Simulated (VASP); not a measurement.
# InP (F-43m) in VASP: a series of runs

One crystal, InP, is run at these levels: PBE; tasks: G0W0 quasiparticle levels.

Program: VASP 6.6.1. These are calculated values, not measurements. Logs are shortened: lines on timing, memory, paths and dates and some standing lists are left out, and cuts for length are marked.

## (1) The crystal as given

Symmetry: F-43m, No. 216, cubic system. Conventional cell: a = 5.861 Å, b = 5.861 Å, c = 5.861 Å, α = 90.00°, β = 90.00°, γ = 90.00°. In (site symmetry -43m) has 4 P at 2.54 Å as nearest neighbours. P (site symmetry -43m) has 4 In at 2.54 Å as nearest neighbours.

## (2) G0W0 quasiparticle levels, PBE

POSCAR reads:

```
InP
1.0
    0.0000000000      2.9305000000      2.9305000000
    2.9305000000      0.0000000000      2.9305000000
    2.9305000000      2.9305000000      0.0000000000
In P
1 1
Direct
    0.0000000000      0.0000000000      0.0000000000
    0.7500000000      0.7500000000      0.7500000000
```

INCAR.step1 reads:

```
SYSTEM = InP
ALGO     = Normal         ! electronic algorithm
EDIFF    = 1E-8           ! SCF threshold, eV
ENCUT    = 450            ! plane-wave cutoff, eV
GGA      = PE             ! functional
ISMEAR   = 0              ! smearing method
LASPH    = .TRUE.         ! aspherical terms in the spheres
LCHARG   = .FALSE.        ! write CHGCAR
LREAL    = .FALSE.        ! projectors in reciprocal space
LWAVE    = .TRUE.         ! write WAVECAR
NELM     = 80             ! most SCF steps
PREC     = Accurate       ! precision mode
SIGMA    = 0.01           ! smearing width, eV
```

INCAR.step2 reads:

```
SYSTEM = InP
ALGO     = Exact          ! electronic algorithm
EDIFF    = 1E-8           ! SCF threshold, eV
ENCUT    = 450            ! plane-wave cutoff, eV
GGA      = PE             ! functional
ISMEAR   = 0              ! smearing method
ISTART   = 1            
LASPH    = .TRUE.         ! aspherical terms in the spheres
LCHARG   = .FALSE.        ! write CHGCAR
LOPTICS  = .TRUE.         ! frequency-dependent dielectric function
LREAL    = .FALSE.        ! projectors in reciprocal space
LWAVE    = .TRUE.         ! write WAVECAR
NBANDS   = 69             ! bands
NELM     = 1              ! most SCF steps
PREC     = Accurate       ! precision mode
SIGMA    = 0.01           ! smearing width, eV
```

INCAR.step3 reads:

```
SYSTEM = InP
ALGO     = EVGW0          ! electronic algorithm
EDIFF    = 1E-8           ! SCF threshold, eV
ENCUT    = 450            ! plane-wave cutoff, eV
ENCUTGW  = 150            ! cutoff of the response function
GGA      = PE             ! functional
ISMEAR   = 0              ! smearing method
ISTART   = 1            
LASPH    = .TRUE.         ! aspherical terms in the spheres
LCHARG   = .FALSE.        ! write CHGCAR
LREAL    = .FALSE.        ! projectors in reciprocal space
LWAVE    = .FALSE.        ! write WAVECAR
NBANDS   = 69             ! bands
NBANDSGW = 17           
NELMGW   = 1            
NOMEGA   = 24             ! frequency points
PREC     = Accurate       ! precision mode
PRECFOCK = Fast         
SIGMA    = 0.01           ! smearing width, eV
```

KPOINTS reads:

```
k-points
0
G
  3 3 3
  0 0 0
```

Potentials or basis: VASP PAW PBE potentials, release 64 (In_d_GW, P_GW).

Started as:

```sh
cat potpaw_PBE.64/In_d_GW/POTCAR potpaw_PBE.64/P_GW/POTCAR > POTCAR
cp INCAR.step1 INCAR
mpirun -np 1 vasp_std > vasp.out
cp INCAR.step2 INCAR
mpirun -np 1 vasp_std > vasp.out
cp INCAR.step3 INCAR
mpirun -np 1 vasp_std > vasp.out
```

OUTCAR:

```text
SYSTEM = InP
   EDIFF = 1E-8
   ENCUT = 450
   ENCUTGW = 150
   GGA = PE
   ISMEAR = 0
   ISTART = 1
   LASPH = .TRUE.
   LREAL = .FALSE.
   NELMGW = 1
   PREC = Accurate
   PRECFOCK = Fast

 Found      4 irreducible k-points:

 Following reciprocal coordinates:
            Coordinates               Weight
  0.000000  0.000000  0.000000      1.000000
  0.333333  0.000000  0.000000      8.000000
  0.333333  0.333333  0.000000      6.000000
 -0.333333  0.333333  0.000000     12.000000
   k-points           NKPTS =      4   k-points in BZ     NKDIM =     27   number of bands    NBANDS=     69
   number of dos      NEDOS =    301   number of ions     NIONS =      2
   total plane-waves  NPLWV =  27000
   dimension x,y,z NGX =    30 NGY =   30 NGZ =   30
   dimension x,y,z NGXF=    60 NGYF=   60 NGZF=   60
   ions per type =               1   1
   NGX,Y,Z   is equivalent  to a cutoff of  12.03, 12.03, 12.03 a.u.
   NGXF,Y,Z  is equivalent  to a cutoff of  24.07, 24.07, 24.07 a.u.
 SYSTEM =  InP
   PREC   = accura    normal or accurate (medium, high low for compatibility)
   ISTART =      1    job   : 0-new  1-cont  2-samecut
   ICHARG =      0    charge: 1-file 2-atom 10-const
   ISPIN  =      1    spin polarized calculation?
   LNONCOLLINEAR =      F non collinear calculations
   LSORBIT =      F    spin-orbit coupling
   LASPH  =      T    aspherical Exc in radial PAW
   ENCUT  =  450.0 eV  33.07 Ry    5.75 a.u.   7.17  7.17  7.17*2*pi/ulx,y,z
   NELM   =     60;   NELMIN=  2; NELMDL=  0     # of ELM steps
   EDIFF  = 0.1E-07   stopping-criterion for ELM
   LREAL  =      F    real-space projection
   EDIFFG = 0.1E-06   stopping-criterion for IOM
   NSW    =      0    number of steps for IOM
   IBRION =     -1    ionic relax: 0-MD 1-quasi-New 2-CG
   NFREE  =      0    steps in history (QN), initial steepest desc. (CG)
   ISIF   =      0    stress and relaxation
   ISYM   =      3    0-nonsym 1-usesym 2-fastsym
   POTIM  = 0.5000    time-step for ionic-motion
   TEBEG  =    0.0;   TEEND  =   0.0 temperature during run
   PSTRESS=    0.0 pullay stress
   NELECT =      18.0000    total number of electrons
   NUPDOWN=      -1.0000    fix difference up-down
   EMIN   =  10.00;   EMAX   =-10.00  energy-range for DOS
   EFERMI =   0.00;   METHOD = LEGACY
   ISMEAR =     0;   SIGMA  =   0.01  broadening in eV -4-tet -1-fermi 0-gaus
   EFERMI_NEDOS =   21; number of points for ismear=-14 and -15
   IALGO  =     38    algorithm
   IMIX   =      4    mixing-type and parameters
     AMIX     =   0.40;   BMIX     =  1.00
     AMIX_MAG =   1.60;   BMIX_MAG =  1.00
  volume/ion in A,a.u.               =      25.17       169.83
  Fermi-wavevector in a.u.,A,eV,Ry     =   1.162021  2.195901 18.371846  1.350293
  Thomas-Fermi vector in A             =   2.298587
   LORBIT       =      0    0 simple, 1 ext, 2 COOP (PROOUT), +10 PAW based schemes
   GGA     = PE    functional components
   LHFCALC =     T    Hartree Fock is set to
   PRECFOCK=fast      Normal, Fast or Accurate (Low or Medium for compatibility)
   ENCUT4O =  -1.0   cutoff for four orbital integrals eV
   NKREDX  =     1    reduce k-point grid by
   NKREDY  =     1    reduce k-point grid by
   NKREDZ  =     1    reduce k-point grid by
   AEXX    =    1.0000 exact exchange contribution
   HFSCREEN=    0.0000 screening length (either q_TF or 0.3 A-1)
   HFSCREENC=   0.0000 screening length for correlation (either q_TF or 0.3 A-1)
   ENCUTFOCK=  -1.0 apply spherical cutoff to Coloumb kernel
   IVDW    =     0    specifies the selected vdW correction
   LEPSILON=     F    determine dielectric tensor
   LRPA    =     F    only Hartree local field effects (RPA)
   LRPAFORCE           =     F    calculate RPA forces
   ENCUTGW             = 150.0    cutoff for response function in eV
   ENCUTGWSOFT         = 120.0    soft cutoff for Coulomb kernel in GW response function in eV
   ENCUTLF             =  -1.0    cutoff for local field effects
   NELMGW              =     1    number of iterations in solving QP/BSE equation
   NELMHF              =     1    number of iterations in the inner HF iteration
   NKREDLFX            =     1    NKREDLFY  =   1   NKREDLFZ  =   1
 non-spin polarized calculation
 Gauss-broadening in eV      SIGMA  =   0.01
  energy-cutoff  :      450.00
  volume of cell :       50.33
 maximum number of plane-waves:      1113
 NGX is ok and might be reduce to    30
  NGX = 16; NGY = 16; NGZ = 16
   NGX = 15   NGY = 15   NGZ = 15
 maximum number of plane-waves:       220

 QP shifts <psi_nk| G(iteration)W_0 |psi_nk>: iteration 1
 for sc-GW calculations column KS-energies equals QP-energies in previous step
 and V_xc(KS)=  KS-energies - (<T + V_ion + V_H > + <T+V_H+V_ion>^1  + <V_x>^1)

 k-point   1 :       0.0000    0.0000    0.0000
  band No.  KS-energies  QP-energies   sigma(KS)   V_xc(KS)     V^pw_x(r,r')   Z            occupation Imag(sigma)

      1     -10.2933     -12.9639     -20.2377     -16.5967     -25.3298       0.7335       2.0000       0.4433
      2     -10.2933     -12.9639     -20.2377     -16.5967     -25.3298       0.7335       2.0000       0.4433
      3     -10.2933     -12.9639     -20.2377     -16.5967     -25.3298       0.7335       2.0000       0.4433
      4     -10.1476     -12.8646     -20.3900     -16.6813     -25.3437       0.7326       2.0000       0.3913
      5     -10.1476     -12.8646     -20.3900     -16.6813     -25.3437       0.7326       2.0000       0.3913
      6      -7.4965      -7.6795     -11.5528     -11.2915     -18.2328       0.7007       2.0000       0.2063
[... 9 lines left out ...]
     16      13.3900      13.6695      -9.8501     -10.2238      -4.5789       0.7479       0.0000      -0.4449
     17      15.1508      14.9775      -7.7742      -7.5434      -2.2265       0.7506       0.0000      -0.5163

 k-point   2 :       0.3333    0.0000    0.0000
  band No.  KS-energies  QP-energies   sigma(KS)   V_xc(KS)     V^pw_x(r,r')   Z            occupation Imag(sigma)

      1     -10.3780     -12.9062     -19.9041     -16.4123     -25.1398       0.7241       2.0000       0.4259
      2     -10.2619     -12.9375     -20.2747     -16.6269     -25.3500       0.7335       2.0000       0.4398
      3     -10.2619     -12.9375     -20.2747     -16.6269     -25.3500       0.7335       2.0000       0.4398
      4     -10.1406     -12.8510     -20.3939     -16.6925     -25.3595       0.7323       2.0000       0.3923
      5     -10.1406     -12.8510     -20.3939     -16.6925     -25.3595       0.7323       2.0000       0.3923
      6      -6.3726      -6.5871     -12.1106     -11.8032     -18.3664       0.6978       2.0000       0.1134
[... 9 lines left out ...]
     16      13.0533      13.2564      -9.4184      -9.6879      -4.1946       0.7539       0.0000      -0.4478
     17      17.8490      17.9897      -9.2927      -9.4725      -3.1524       0.7828       0.0000      -0.7731

 k-point   3 :       0.3333    0.3333    0.0000
  band No.  KS-energies  QP-energies   sigma(KS)   V_xc(KS)     V^pw_x(r,r')   Z            occupation Imag(sigma)

      1     -10.4311     -12.9354     -19.8328     -16.3704     -25.1035       0.7233       2.0000       0.4322
      2     -10.2169     -12.8993     -20.3416     -16.6866     -25.4095       0.7339       2.0000       0.4382
      3     -10.2169     -12.8993     -20.3416     -16.6866     -25.4095       0.7339       2.0000       0.4382
      4     -10.1839     -12.8856     -20.3061     -16.6154     -25.2746       0.7321       2.0000       0.3883
      5     -10.1216     -12.8316     -20.4132     -16.7115     -25.3767       0.7321       2.0000       0.3918
      6      -5.9901      -6.1875     -12.1703     -11.8862     -18.3062       0.6948       2.0000       0.0842
[... 9 lines left out ...]
     16      17.3369      17.3587      -8.6214      -8.6493      -2.7486       0.7817       0.0000      -0.6746
     17      18.1419      18.3790     -10.1733     -10.4773      -3.7866       0.7801       0.0000      -0.8310

 k-point   4 :      -0.3333    0.3333    0.0000
  band No.  KS-energies  QP-energies   sigma(KS)   V_xc(KS)     V^pw_x(r,r')   Z            occupation Imag(sigma)

      1     -10.4273     -12.8974     -19.7858     -16.3602     -25.0946       0.7211       2.0000       0.4320
      2     -10.2338     -12.9059     -20.3012     -16.6457     -25.3601       0.7310       2.0000       0.4260
      3     -10.2152     -12.8954     -20.3401     -16.6896     -25.4093       0.7342       2.0000       0.4394
      4     -10.1613     -12.8637     -20.3499     -16.6576     -25.3237       0.7319       2.0000       0.3899
      5     -10.1358     -12.8420     -20.3890     -16.6908     -25.3551       0.7318       2.0000       0.3903
      6      -5.2478      -5.4076     -12.6483     -12.4209     -18.6366       0.7028       2.0000      -0.0108
[... 9 lines left out ...]
     16      17.1145      17.1723      -9.0587      -9.1332      -3.0451       0.7747       0.0000      -0.6153
     17      17.9822      18.1006      -9.4506      -9.6032      -3.1822       0.7751       0.0000      -0.7667

 QP shifts <psi_nk| G(iteration)W_0 |psi_nk>: iteration 2

 k-point   1 :       0.0000    0.0000    0.0000
  band No. old QP-enery  QP-energies   sigma(KS)   T+V_ion+V_H  V^pw_x(r,r')   Z            occupation Imag(sigma)

      1     -12.9639     -13.6531     -20.2111       6.3033     -25.3298       0.7302       2.0000       0.5558
      2     -12.9639     -13.6531     -20.2111       6.3033     -25.3298       0.7302       2.0000       0.5558
      3     -12.9639     -13.6531     -20.2111       6.3033     -25.3298       0.7302       2.0000       0.5558
      4     -12.8646     -13.5749     -20.3744       6.5337     -25.3437       0.7277       2.0000       0.4736
      5     -12.8646     -13.5749     -20.3744       6.5337     -25.3437       0.7277       2.0000       0.4736
      6      -7.6795      -7.7773     -11.6135       3.7950     -18.2328       0.7033       2.0000       0.1643
[... 60 lines left out ...]
      4     -12.8637     -13.5720     -20.3319       6.4963     -25.3237       0.7288       2.0000       0.4818
      5     -12.8420     -13.5563     -20.3753       6.5550     -25.3551       0.7302       2.0000       0.4812
      6      -5.4076      -5.5005     -12.7119       7.1731     -18.6366       0.7075       2.0000      -0.0462
[... 9 lines left out ...]
     16      17.1723      17.1947      -9.0465      26.2478      -3.0451       0.7759       0.0000      -0.5972
     17      18.1006      18.1297      -9.4473      27.5855      -3.1822       0.7770       0.0000      -0.7553

 QP shifts <psi_nk| G(iteration)W_0 |psi_nk>: iteration 3

 k-point   1 :       0.0000    0.0000    0.0000
  band No. old QP-enery  QP-energies   sigma(KS)   T+V_ion+V_H  V^pw_x(r,r')   Z            occupation Imag(sigma)

      1     -13.6531     -13.8348     -20.2053       6.3033     -25.3298       0.7303       2.0000       0.5827
      2     -13.6531     -13.8348     -20.2053       6.3033     -25.3298       0.7303       2.0000       0.5827
      3     -13.6531     -13.8348     -20.2053       6.3033     -25.3298       0.7303       2.0000       0.5827
      4     -13.5749     -13.7634     -20.3679       6.5337     -25.3437       0.7269       2.0000       0.4933
      5     -13.5749     -13.7634     -20.3679       6.5337     -25.3437       0.7269       2.0000       0.4933
      6      -7.7773      -7.8107     -11.6198       3.7950     -18.2328       0.7042       2.0000       0.1620
[... 60 lines left out ...]
      4     -13.5720     -13.7599     -20.3262       6.4963     -25.3237       0.7287       2.0000       0.5041
      5     -13.5563     -13.7453     -20.3703       6.5550     -25.3551       0.7298       2.0000       0.5030
      6      -5.5005      -5.5320     -12.7181       7.1731     -18.6366       0.7069       2.0000      -0.0490
[... 9 lines left out ...]
     16      17.1947      17.1990      -9.0475      26.2478      -3.0451       0.7763       0.0000      -0.5970
     17      18.1297      18.1350      -9.4490      27.5855      -3.1822       0.7778       0.0000      -0.7561

 QP shifts <psi_nk| G(iteration)W_0 |psi_nk>: iteration 4

 k-point   1 :       0.0000    0.0000    0.0000
  band No. old QP-enery  QP-energies   sigma(KS)   T+V_ion+V_H  V^pw_x(r,r')   Z            occupation Imag(sigma)

      1     -13.8348     -13.8827     -20.2037       6.3033     -25.3298       0.7302       2.0000       0.5897
      2     -13.8348     -13.8827     -20.2037       6.3033     -25.3298       0.7302       2.0000       0.5897
      3     -13.8348     -13.8827     -20.2037       6.3033     -25.3298       0.7302       2.0000       0.5897
      4     -13.7634     -13.8135     -20.3660       6.5337     -25.3437       0.7268       2.0000       0.4986
      5     -13.7634     -13.8135     -20.3660       6.5337     -25.3437       0.7268       2.0000       0.4986
      6      -7.8107      -7.8205     -11.6197       3.7950     -18.2328       0.7045       2.0000       0.1632
[... 59 lines left out ...]
      3     -13.7653     -13.8131     -20.3049       6.4744     -25.4093       0.7321       2.0000       0.5870
      4     -13.7599     -13.8098     -20.3246       6.4963     -25.3237       0.7287       2.0000       0.5101
      5     -13.7453     -13.7954     -20.3690       6.5550     -25.3551       0.7297       2.0000       0.5087
      6      -5.5320      -5.5409     -12.7177       7.1731     -18.6366       0.7071       2.0000      -0.0479
[... 9 lines left out ...]
     16      17.1990      17.1997      -9.0478      26.2478      -3.0451       0.7764       0.0000      -0.5973
     17      18.1350      18.1358      -9.4494      27.5855      -3.1822       0.7780       0.0000      -0.7567
```

Wall time 2.3 min (1 thread of AMD EPYC 7R13 (Zen 3), shared host); peak memory 0.3 GiB.

These settings aren't checked as converged: the numbers below hold their error.

Results:

```
Band gap on the k mesh, mean-field level : 0.67 eV, direct
Quasiparticle gap                        : 1.14 eV
```

Caveat: the k mesh is coarse (spacing up to 0.62 Å⁻¹), so the values aren't converged; bands, screening cutoff and mesh are small and nothing is extrapolated, so the quasiparticle values aren't converged; the log holds further tables after the one-shot step; the gap given is that of the first; spin-orbit coupling is left out, which moves the levels of the heavy elements.

[end of part 1 of 2]
